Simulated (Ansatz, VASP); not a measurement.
# Cross-check of C (bilayer graphene, AB stacked) between VASP and Ansatz

Aim: how closely do two programs agree when they are given the same cell, functional and k mesh? Of the first pair: The structure shown is the start of the Ansatz relaxation below; VASP solves that cell, so the two are compared at the walk's first step.

Program: Ansatz 0.2.0. Level of theory: plane waves, with VASP 6.6.1 beside it; single point at LDA, single point at PBE and single point at PBE with D3(BJ). Results are calculated unless marked as measured.

### 1. The structure

The cell holds 4 atoms: 4 C. Cell: a = 2.461 Å, b = 2.461 Å, c = 19.354 Å, α = 90.0°, β = 90.0°, γ = 120.0°. Vacuum lies along c.

### 2. Ansatz: relaxation, LDA

Ansatz runs on its default PAW (the set named soft_2) files.

The two programs are compared at the cell with which this relaxation starts, whose forces are those of its first step.

input.yaml reads:

```yaml
crystal:
  lattice:
    - [2.461, 0.0, 0.0]
    - [-1.2305, 2.1312885187, 0.0]
    - [0.0, 0.0, 19.354]
  atoms:
    - { symbol: C, position: [0.0, 0.0, 0.4133512452] }
    - { symbol: C, position: [0.6666666667, 0.3333333333, 0.4133512452] }
    - { symbol: C, position: [0.0, 0.0, 0.5866487548] }
    - { symbol: C, position: [0.3333333333, 0.6666666667, 0.5866487548] }
hamiltonian:
  xc: lda
  dispersion: none
kpoints:
  mp_grid: { grid: [24, 24, 1] }
scf:
  occupations: { method: fermi_dirac, width: 0.05 }
  convergence: { dr2_threshold: 1.0e-09 }
efield:
  axis: 3
  dipole_correction: true
relax:
  f_tol: 0.015
  max_steps: 50
  constraints: [{ sites: [0] }]
output:
  write_potential: true
  write_density: true
  volumetric_format: npy
```

On the command line:

```bash
$ ansatz run input.yaml --threads 2 --pin off --max-ram 4096MiB --backend cpu --events-out ev --progress --plain --runs-dir out
```

Numbers of over 12 decimals in the logs are rounded to 6 here.

Log:

```text
Engine: ansatz 0.2.0, aarch64-unknown-linux-gnu
Pseudopotentials: kind: paw
Pseudopotential: C, paw, valence charge 4, recommended cutoff 420 eV (normal), C.paw.azcp
Functional definition: SPW92
  exchange = slater_x
  correlation = pw_c
Crystal: 4 atoms, lattice volume = 101.514 Å³
Basis set: ecut = 420 eV, 1919 PW (Γ)
Bands: 12, of which v1, the nominal top of the filled ones, is band 8 counted from 1 (7 counted from 0)
Symmetry: 6 space group operations
k-points: 61 of 576 (time reversal used)
Non-local potential: C, projectors of the file, l = 0: 2, l = 1: 2, l = 2: 1
PAW form: soft (Blöchl's): semilocal exchange-correlation on the pseudo side does not see the compensation charge
PAW frozen core: C, regenerated for the run's functional, and the local potential with it (the file was generated under x = pbe(κ = 0.804, μ = 0.219515), c = pbe(β = 0.066725))
PAW one-centre angular grid: C, 110 points (default); XC on 64 Gauss nodes
Initial density: superposition of atomic densities (neutral atoms: chi_scale 0, normalization atom), corrected by the library's trained network
Initial wavefunctions: pseudopotential atomic-orbital guess
Functional: x = slater, c = lda
SCF iter   1: F=—  HF=-971.872645 eV  |F-HF|=—  |Δ(HF+E_count)|=         —  Δρ=3.80e-3  dr2=8.02e-3  ethr=1.77e-3  p=0.000 e·Å  D=7.62e-14 V/Å  ΔV_dip=-0.00 eV  dr2_dipole=5.23e-9  V_vac-E_F(+/−)=4.77/4.77 eV  ⟨swp⟩=6.6  Hψ=5095  notcnv=0
efield: sawtooth ramp at fractional position 0.9500 (placed from the atoms, in the widest stretch of the axis that holds none; the zero of the levels goes with the place), width 0.1000; the density the first Hamiltonian is built on has a dipole p = 0.000 e·Å; the dipole correction subtracts the counter field D = 7.62e-14 V/Å, which shifts the + side's vacuum level by -0.00 eV against the − side's; the planar-averaged density in the ramp window peaks in size at 6.9e-5 e/Å³
preconditioner: auto → LDOS  [metal: Δε(μ)=0.366 eV  Ē_g=14.897 eV  σ=0.050 eV  W_gap=0.50  n_scr=12 (ndim 8)  ℏωp=14.7 eV  f_vac=0.634  D(μ)=0.07/eV (n_scr^D=2)  β→1.0]
SCF iter   2: F=—  HF=-971.876664 eV  |F-HF|=—  |Δ(HF+E_count)|=   4.02e-3  Δρ=1.49e-3  dr2=1.09e-2  ethr=5.01e-5  p=-0.000 e·Å  D=-4.85e-5 V/Å  ΔV_dip=0.00 eV  dr2_dipole=1.89e-8  V_vac-E_F(+/−)=4.40/4.40 eV  ⟨swp⟩=3.6  Hψ=2295  notcnv=0
SCF iter   3: F=—  HF=-971.874296 eV  |F-HF|=—  |Δ(HF+E_count)|=   2.37e-3  Δρ=7.33e-4  dr2=2.62e-3  ethr=5.01e-5  p=0.000 e·Å  D=3.36e-7 V/Å  ΔV_dip=-0.00 eV  dr2_dipole=3.77e-13  V_vac-E_F(+/−)=4.64/4.64 eV  ⟨swp⟩=2.7  Hψ=1569  notcnv=0
SCF iter   4: F=—  HF=-971.873588 eV  |F-HF|=—  |Δ(HF+E_count)|=   7.09e-4  Δρ=2.01e-4  dr2=1.83e-4  ethr=1.64e-5  p=0.000 e·Å  D=6.56e-6 V/Å  ΔV_dip=-0.00 eV  dr2_dipole=7.23e-10  V_vac-E_F(+/−)=4.59/4.59 eV  ⟨swp⟩=2.1  Hψ=932  notcnv=0
SCF iter   5: F=—  HF=-971.873546 eV  |F-HF|=—  |Δ(HF+E_count)|=   4.17e-5  Δρ=2.05e-5  dr2=1.90e-6  ethr=1.14e-6  p=-0.000 e·Å  D=-4.47e-6 V/Å  ΔV_dip=0.00 eV  dr2_dipole=1.34e-10  V_vac-E_F(+/−)=4.57/4.57 eV  ⟨swp⟩=2.2  Hψ=1023  notcnv=0
SCF iter   6: F=—  HF=-971.873545 eV  |F-HF|=—  |Δ(HF+E_count)|=   1.11e-6  Δρ=1.37e-5  dr2=1.58e-7  ethr=1.19e-8  p=0.000 e·Å  D=4.08e-6 V/Å  ΔV_dip=-0.00 eV  dr2_dipole=1.02e-10  V_vac-E_F(+/−)=4.57/4.57 eV  ⟨swp⟩=2.3  Hψ=1249  notcnv=0
SCF iter   7: F=—  HF=-971.873545 eV  |F-HF|=—  |Δ(HF+E_count)|=   3.89e-8  Δρ=2.54e-6  dr2=4.46e-9  ethr=9.90e-10  p=0.000 e·Å  D=5.78e-7 V/Å  ΔV_dip=-0.00 eV  dr2_dipole=2.11e-12  V_vac-E_F(+/−)=4.57/4.57 eV  ⟨swp⟩=2.2  Hψ=1179  notcnv=0
SCF iter   8: F=-971.873545 eV  HF=-971.873545 eV  |F-HF|=2.45e-10  |Δ(HF+E_count)|=  4.53e-10  Δρ=4.94e-7  dr2=3.12e-10  ethr=6.25e-12  p=-0.000 e·Å  D=-1.31e-6 V/Å  ΔV_dip=0.00 eV  dr2_dipole=1.18e-11  V_vac-E_F(+/−)=4.57/4.57 eV  ⟨swp⟩=8.1  Hψ=4128  notcnv=0
SCF 1 converged in 8 iterations: F = -971.873545 eV  dr2 = 3.12e-10
  greatest PAW one-centre occupation: 0.666 electrons in one spin orbital (limit 2), on the C atom at site 2 (counted from 0), in its partial waves of l = 0
relax step   1: F+E_penalty+E_count = -971.87354484 eV  Δ(F+E_penalty+E_count) = +0.000e0 eV  max|allowed force component| = 1.252e-2 eV/Å  Δτ_max = 0.0000 Å  (8 SCF iters, accepted)
NSCF: frozen V_eff on 61 k-points
the band table was solved once a step of the walk had ended and its energy, with any forces and stress, was formed, with the checks that follow a solve (6560 applications of the Hamiltonian). They found nothing against the state; the energy, forces and stress were not computed again (output.eigenvalues in the input reference)
WARN: The output density's exchange-correlation potential varies sharply where the density is thin. Do not read a vacuum level from v_tot or v_xc, or from such a field of the output density. On a cell that repeats whose density bears no net charge and no dipole along the vacuum's axis use v_es (v_loc + v_h of the components); under efield.dipole_correction with no amplitude use v_es + v_field, which holds any externa [...]
SCF converged after 8 iterations
Free energy (F): -971.873545 eV
Harris-Foulkes:  -971.873545 eV  (|F-HF|=2.45e-10)
Internal energy: -971.873056 eV  (E = F + TS)
E sigma→0 (E₀):  -971.873300 eV
Entropy (-TS):   -0.000489 eV (-0.122 meV/atom)
Fermi energy:    -0.640883 eV
Dipole field:    D = 0.000005 V/Å  (p = 0.000003 e·Å, saw-weighted, corrected)
Work function:   Φ+ = 4.5687 eV   Φ− = 4.5689 eV
Levels:          The Fermi level and band energies are counted from a zero that moves with the ramp; work functions are not
--- Per-component energies (eV) ---
  E_band       = -155.311674
  E_kinetic    = 363.736815
  E_local      = -7384.839569  (includes V_loc(G=0)·N_el)
  E_nonlocal   = 113.662185
  E_hartree    = 3509.482033
  E_xc         = -189.927340
  E_vxc        = -236.119233  (∫ρ·V_xc dr)
  E_paw        = -367.598080  (= ΣΔE_a)
  E_vpaw       = -30.716321  (= ΣTr[D̂ρ^β])
  E_aug_tail   = 0.000037  (compensation charges beyond the density's cutoff)
  E_efield     = 0.000000  (sawtooth field / dipole correction)
  E_vefield    = 0.000000  (∫n·V_field dr)
  E_ewald      = 2983.359535
  E_core_change = 0.251330  (= ΣΔE_core)
  E_smearing   = -0.000489  (= −TS)
  E_closure    = 0.000000  (closes the sum)
  Σ components = -971.873545   (vs F -971.873545, Δ=0.00e0)
--- Forces (eV/Å), atoms counted from 1 ---
  atom   1  C      0.00000000     0.00000000     0.01251318
  atom   2  C      0.00000000    -0.00000000    -0.00562931
  atom   3  C      0.00000000    -0.00000000    -0.01252217
  atom   4  C      0.00000000     0.00000000     0.00561986
  max |Σ_I F_I| component: 1.84e-5 eV/Å
--- Band table (eV; the first three rows and the last of 61) ---
  k-point 0: bands = [... 4 lower, -3.6503, -3.6503, -3.6415, -3.6415, 2.8652, 3.4097, 4.1188, 5.4211]
  k-point 1: bands = [... 4 lower, -3.8170, -3.8057, -3.7409, -3.7304, 2.9199, 3.4654, 4.1754, 5.4772]
  k-point 2: bands = [... 4 lower, -4.2919, -4.2749, -3.9937, -3.9798, 3.0840, 3.6324, 4.3453, 5.6453]
  k-point 60: bands = [... 4 lower, -11.2552, -11.2552, -0.9790, -0.6410, -0.6409, -0.2830, 9.6727, 9.6727]
--- Relaxed structure (1 steps of the walk, 1 accepted, 0 SCFs on fresh bases) ---
  F+E_penalty+E_count = -971.87354484 eV   max|allowed force component| = 1.252e-2 eV/Å
  atoms:
    - { symbol: C, position: [0.0, 0.0, 0.413351] }
    - { symbol: C, position: [0.666667, 0.333333, 0.413351] }
    - { symbol: C, position: [0.0, 0.0, 0.5866487548] }
    - { symbol: C, position: [0.333333, 0.666667, 0.5866487548] }
```

### 3. VASP: single point, LDA, start cell

The same cell, functional (in two slightly different forms), mesh and smearing now go to VASP, with its own data sets.

Lines of VASP's logs that name or quote its potential files are left out, and so is its time.

INCAR reads:

```
SYSTEM = C
PREC = Accurate
ENCUT = 520
EDIFF = 1E-06
NELM = 120
ISMEAR = -1
SIGMA = 0.05
LREAL = .FALSE.
ALGO = Normal
GGA = PW92
NBANDS = 14
LORBIT = 11
LWAVE = .FALSE.
LCHARG = .FALSE.
ISIF = 2
LDIPOL = .TRUE.
IDIPOL = 3
DIPOL = 0.5 0.5 0.5
LVHAR = .TRUE.
LASPH = .TRUE.
GGA_COMPAT = .FALSE.
NELMDL = -8
KPAR = 2
```

POSCAR reads:

```
C
1.0
    2.4610000000      0.0000000000      0.0000000000
   -1.2305000000      2.1312885187      0.0000000000
    0.0000000000      0.0000000000     19.3540000000
C
4
Direct
    0.0000000000      0.0000000000      0.4133512452
    0.6666666667      0.3333333333      0.4133512452
    0.0000000000      0.0000000000      0.5866487548
    0.3333333333      0.6666666667      0.5866487548
```

KPOINTS reads:

```
Automatic mesh
0
Gamma
24 24 1
0 0 0
```

Potentials, in the order of the species: C (LDA family, release 64).

On the command line:

```bash
$ mpirun -np 2 vasp_std
```

Log:

```text
[banner, memory and clock lines left out]
running    2 mpi-ranks, on    1 nodes
 distrk:  each k-point on    1 cores,    2 groups
 distr:  one band on    1 cores,    1 groups

 POSCAR found type information on POSCAR C
 POSCAR found :  1 types and       4 ions
|                                                                             |
|               ----> ADVICE to this user running VASP <----                  |
|                                                                             |
|     You enforced a specific xc type in the INCAR file but a different       |
|     [... a line on the potential file left out ...]
|     I HOPE YOU KNOW WHAT YOU ARE DOING!                                     |
|                                                                             |

 LDA part: xc-table for (Slater(with rela. corr.)+PW92), standard interpolation
 POSCAR, INCAR and KPOINTS ok, starting setup
 FFT: planning ... GRIDC
 FFT: planning ... GRID_SOFT
 FFT: planning ... GRID
 WAVECAR not read
 entering main loop
       N       E                     dE             d eps       ncg     rms          rms(c)
DAV:   1     0.103019273455E+03    0.10302E+03   -0.67166E+03  1724   0.913E+02
DAV:   2    -0.317125171621E+02   -0.13473E+03   -0.12055E+03  2702   0.208E+02
DAV:   3    -0.430424077253E+02   -0.11330E+02   -0.11209E+02  2200   0.663E+01
DAV:   4    -0.432816212165E+02   -0.23921E+00   -0.23859E+00  2296   0.123E+01
DAV:   5    -0.432880384771E+02   -0.64173E-02   -0.64155E-02  2214   0.193E+00
DAV:   6    -0.432883277962E+02   -0.28932E-03   -0.28928E-03  2568   0.389E-01
DAV:   7    -0.432883355903E+02   -0.77941E-05   -0.77931E-05  2280   0.501E-02
DAV:   8    -0.432883359688E+02   -0.37852E-06   -0.37864E-06  2106   0.953E-03    0.922E+00
DAV:   9    -0.411682177265E+02    0.21201E+01   -0.19014E+00  2080   0.860E+00    0.527E+00
DAV:  10    -0.404545746424E+02    0.71364E+00   -0.23156E+00  2314   0.949E+00    0.134E+00
DAV:  11    -0.404466809789E+02    0.78937E-02   -0.11131E-01  2316   0.207E+00    0.183E-01
DAV:  12    -0.404457423037E+02    0.93868E-03   -0.34484E-03  2230   0.417E-01    0.105E-01
DAV:  13    -0.404439665433E+02    0.17758E-02   -0.21808E-03  2286   0.246E-01    0.762E-02
DAV:  14    -0.404439647504E+02    0.17929E-05   -0.50256E-04  2164   0.124E-01    0.381E-02
DAV:  15    -0.404445921126E+02   -0.62736E-03   -0.27574E-04  1942   0.904E-02    0.133E-02
DAV:  16    -0.404448163334E+02   -0.22422E-03   -0.60225E-05  1942   0.426E-02    0.796E-03
DAV:  17    -0.404450802827E+02   -0.26395E-03   -0.21984E-05  2002   0.209E-02    0.965E-03
DAV:  18    -0.404451984926E+02   -0.11821E-03   -0.11811E-05  1978   0.146E-02    0.664E-03
DAV:  19    -0.404452568878E+02   -0.58395E-04   -0.35440E-06  2002   0.924E-03    0.382E-03
DAV:  20    -0.404452893439E+02   -0.32456E-04   -0.13055E-06  1908   0.553E-03    0.309E-03
DAV:  21    -0.404452917736E+02   -0.24297E-05   -0.46179E-08  1742   0.147E-03    0.206E-03
DAV:  22    -0.404452954691E+02   -0.36955E-05   -0.93952E-08  1460   0.180E-03    0.135E-04
DAV:  23    -0.404452956281E+02   -0.15901E-06   -0.70344E-09  1742   0.597E-04
   1 F= -.40445296E+02 E0= -.40445051E+02  d E =-.488723E-03
```

From OUTCAR (step 3):

```text
ion  position               nearest neighbor table
   1  0.000  0.000  0.413-   2 1.42   2 1.42   2 1.42
   2  0.667  0.333  0.413-   1 1.42   1 1.42   1 1.42
   3  0.000  0.000  0.587-   4 1.42   4 1.42   4 1.42
   4  0.333  0.667  0.587-   3 1.42   3 1.42   3 1.42

  LATTYP: Found a hexagonal cell.
 ALAT       =     2.4610000000
 C/A-ratio  =     7.8642828119

 Subroutine GETGRP returns: Found 12 space group operations
 (whereof 12 operations were pure point group operations)

The static configuration has the point symmetry D_3d.

 Found     61 irreducible k-points:

   k-points           NKPTS =     61   k-points in BZ     NKDIM =     61   number of bands    NBANDS=     14

   dimension x,y,z NGX =    18 NGY =   18 NGZ =  144
   dimension x,y,z NGXF=    36 NGYF=   36 NGZF=  288

   ENCUT  =  520.0 eV  38.22 Ry    6.18 a.u.   4.58  4.58 35.99*2*pi/ulx,y,z

   NELECT =      16.0000    total number of electrons

 k-points in reciprocal lattice and weights: Automatic mesh
   0.00000000  0.00000000  0.00000000       0.002
   0.04166667  0.00000000  0.00000000       0.010
   0.08333333  0.00000000  0.00000000       0.010
   0.12500000  0.00000000  0.00000000       0.010
   0.16666667  0.00000000  0.00000000       0.010
   0.20833333  0.00000000  0.00000000       0.010
   0.25000000  0.00000000  0.00000000       0.010
   0.29166667  0.00000000  0.00000000       0.010
   0.33333333  0.00000000  0.00000000       0.010
[...]
0.33333333  0.29166667  0.00000000       0.021
   0.33333333  0.33333333  0.00000000       0.003

 dipolmoment           0.000000      0.000000      0.000000 electrons x Angstroem

 average (electrostatic) potential at core
       1 -60.9418       2 -60.9243       3 -60.9418       4 -60.9243

 E-fermi :  -1.3823

 k-point     1 :       0.0000    0.0000    0.0000
  band No.  band energies     occupation
    ...
      4      -8.5279      2.00000
      5      -4.4030      2.00000
      6      -4.4030      2.00000
      7      -4.3937      2.00000
      8      -4.3937      2.00000
      9       2.1193      0.00000
     10       2.6702      0.00000
     11       3.4371      0.00000
     12       4.7638      0.00000
     13       4.9335      0.00000
    ...

 k-point     2 :       0.0417    0.0000    0.0000
  band No.  band energies     occupation
    ...
      4      -8.4794      2.00000
      5      -4.5691      2.00000
      6      -4.5575      2.00000
      7      -4.4934      2.00000
      8      -4.4824      2.00000
      9       2.1740      0.00000
     10       2.7258      0.00000
     11       3.4937      0.00000
     12       4.8198      0.00000
     13       4.9857      0.00000
    ...

 k-point     3 :       0.0833    0.0000    0.0000
  band No.  band energies     occupation
    ...
      4      -8.3343      2.00000
      5      -5.0424      2.00000
      6      -5.0253      2.00000
      7      -4.7451      2.00000
      8      -4.7308      2.00000
      9       2.3380      0.00000
     10       2.8927      0.00000
     11       3.6637      0.00000
     12       4.9878      0.00000
     13       5.1423      0.00000
    ...

  Total       -1.6849343     -1.6849343     -0.0528573      0.0000000      0.0000000     -0.0000000
  in kB      -26.5930988    -26.5930988     -0.8342398      0.0000000      0.0000000     -0.0000000
  external PRESSURE =     -18.0068125 kB  Pullay stress =       0.0000000 kB

  energy-cutoff  :      520.00
  volume of cell :      101.51
      direct lattice vectors                 reciprocal lattice vectors
     2.461000000  0.000000000  0.000000000     0.406338887  0.234599866  0.000000000
    -1.230500000  2.131288519  0.000000000     0.000000000  0.469199731  0.000000000
     0.000000000  0.000000000 19.354000000     0.000000000  0.000000000  0.051668906

 POSITION                                       TOTAL-FORCE (eV/Angst)
 -----------------------------------------------------------------------------------
      0.00000      0.00000      8.00000         0.000000      0.000000      0.012988
      1.23050      0.71043      8.00000        -0.000000     -0.000000     -0.005256
      0.00000      0.00000     11.35400        -0.000000     -0.000000     -0.012988
     -0.00000      1.42086     11.35400         0.000000      0.000000      0.005256
 -----------------------------------------------------------------------------------
    total drift:                               -0.000000      0.000000      0.000000

  FREE ENERGIE OF THE ION-ELECTRON SYSTEM (eV)
  ---------------------------------------------------
  free  energy   TOTEN  =       -40.4452956281 eV

  energy  without entropy=      -40.4448069047  energy(sigma->0) =      -40.44505127

 vacuum level on the upper side and lower side of the slab         3.182         3.182

 total charge
# of ion       s       p       d       tot
------------------------------------------
    1        0.855   1.795   0.000   2.650
    2        0.855   1.797   0.000   2.652
    3        0.855   1.795   0.000   2.650
    4        0.855   1.797   0.000   2.652
--------------------------------------------------
tot          3.419   7.185   0.000  10.604

[... 3 further parts left out ...]
```

### 4. Comparison

Known differences besides the potentials themselves: the cutoff is 420 eV in Ansatz and 520 eV in VASP; VASP's log shows a relativistic correction to its local exchange, Ansatz's none. Total energies have different zeros and are not compared.

With vacuum in the cell, a pressure given here is an average over mostly empty space and none of the material.

### 5. Ansatz: single point, PBE

A single point gives forces, pressure and levels at one fixed geometry, so differences don't come from the geometry; what else differs is listed under the comparison.

The cell is taken from a series of runs on this material, whose earlier steps may have relaxed, scaled, displaced or heated it; both programs get it as it stands.

input.yaml: that of step 2 with these lines changed.

```diff
@@ -11,4 +11,3 @@
 hamiltonian:
-  xc: lda
-  dispersion: none
+  xc: pbe
 kpoints:
@@ -21,6 +20,2 @@
   dipole_correction: true
-relax:
-  f_tol: 0.015
-  max_steps: 50
-  constraints: [{ sites: [0] }]
 output:
```

On the command line:

```bash
$ ansatz run input.yaml --threads 2 --pin off --max-ram 4096MiB --backend cpu --events-out ev --progress --plain --runs-dir out
```

Log:

```text
[...]
Crystal: 4 atoms, lattice volume = 101.514 Å³
Basis set: ecut = 420 eV, 1919 PW (Γ)
Bands: 12, of which v1, the nominal top of the filled ones, is band 8 counted from 1 (7 counted from 0)
Symmetry: 6 space group operations
k-points: 61 of 576 (time reversal used)
[...]
k-point 0: bands = [... 4 lower, -3.3767, -3.3767, -3.3679, -3.3679, 3.0613, 3.4620, 4.1663, 5.4781]
  k-point 1: bands = [... 4 lower, -3.5477, -3.5365, -3.4674, -3.4569, 3.1169, 3.5181, 4.2229, 5.5342]
  k-point 2: bands = [... 4 lower, -4.0340, -4.0173, -3.7203, -3.7065, 3.2834, 3.6863, 4.3929, 5.7027]
  k-point 60: bands = [... 4 lower, -10.9417, -10.9417, -0.6738, -0.3469, -0.3469, -0.0005, 10.2484, 10.2484]
[key lines of the parts left out:]
SCF converged after 8 iterations
Free energy (F): -1003.741907 eV
Fermi energy:    -0.346791 eV
Dipole field:    D = 0.000005 V/Å  (p = 0.000003 e·Å, saw-weighted, corrected)
Work function:   Φ+ = 4.2641 eV   Φ− = 4.2643 eV
```

(Continued in part 2 of 2.)

[Lines on the potential files, build, host, timing and source positions are cut from VASP's logs without a mark.]

[Logs are printed without paths, hosts, clocks, repeated set-up lines and the standing remarks that a program may print on its own settings, such as how far it seeks lower states.]

[Hosts, paths, dates, database ids (printed as entryN), source tags and the programs' standing remarks are cut or masked in the printed files.]
